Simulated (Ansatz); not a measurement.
The system is Li.

```xyz
1
Lattice="-1.7547 1.7547 1.7547 1.7547 -1.7547 1.7547 1.7547 1.7547 -1.7547" Properties=species:S:1:pos:R:3 pbc="T T T"
Li    0.0000    0.0000    0.0000
```

| Quantity | Value |
| --- | --- |
| Program | Ansatz 0.2.0 |
| Task | relaxation of cell and atoms |
| Functional | PBEsol |
| Dispersion | D3(BJ) |
| Potentials or basis | all-electron LAPW, scalar-relativistic |
| Basis error allowed | 0.001 eV/atom |
| k mesh | 11 × 11 × 11 |
| Occupations | fermi-dirac, width 0.05 eV |
| Spin | no spin polarisation |

At the start: volume 21.61 Å³/atom.

Task: How do energy, volume and symmetry change on relaxing?

Result: Over 5 steps the energy falls by 21.2 meV/atom and the volume is 18.47 Å³/atom (-14.5 %); space group Im-3m (No. 229, to 0.05 Å).

Step by step:
| step | energy change (eV) | largest force (eV/Å) | volume (Å³) |
| --- | --- | --- | --- |
| 1 | 0.0000 | 0.0000 | 21.61 |
| 2 | -0.0136 | 0.0000 | 20.24 |
| 3 | -0.0208 | 0.0000 | 18.04 |
| 4 | -0.0212 | 0.0000 | 18.47 |
| 5 | -0.0212 | 0.0000 | 18.47 |

Final structure:
```yaml
crystal:
  lattice:
    - [-1.66519, 1.66519, 1.66519]
    - [1.66519, -1.66519, 1.66519]
    - [1.66519, 1.66519, -1.66519]
  atoms:
    - { symbol: Li, position: [0.00000, 0.00000, 0.00000] }
```

The cell as given is a measured one (21.61 Å³/atom); PBEsol+D3(BJ) puts the equilibrium volume -14.5 % from it, thermal expansion not counted.

Caveat: the volume moved by -15 % from the deposited cell, more than functionals usually miss.
